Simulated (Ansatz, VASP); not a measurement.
**LiBr: VASP beside Ansatz**

```
Br Li
1.0
     0.00000    2.80460    2.80460
     2.80460    0.00000    2.80460
     2.80460    2.80460    0.00000
Br Li
1 1
Direct
  0.50000 0.50000 0.50000
  0.00000 0.00000 0.00000
```

Change from the starting cell: volume scaled by 1.06.

Alike in both runs: task single point; functional PBE; k mesh 8 × 8 × 8; occupations fermi-dirac, width 0.05 eV; no spin polarisation.

|  | VASP | Ansatz |
| --- | --- | --- |
| version | VASP 6.6.1 | Ansatz 0.2.0 |
| potentials or method | VASP PAW PBE potentials, release 64 (Br, Li_sv) | Ansatz PAW |
| plane-wave cutoff (eV) | 520 | 420 |
| valence electrons in the cell | 10 | 10 |

VASP gave:

| Quantity | Value |
| --- | --- |
| gap on the k mesh at the Fermi level (eV) | 4.71 |
| least direct gap on the mesh (eV) | 4.71 |

Problem. What did Ansatz give for the same quantities?

Solution. gap on the k mesh at the Fermi level (eV): 4.70; least direct gap on the mesh (eV): 4.70.

With one functional, cell and mesh, what is left measures potentials, basis and numerics.
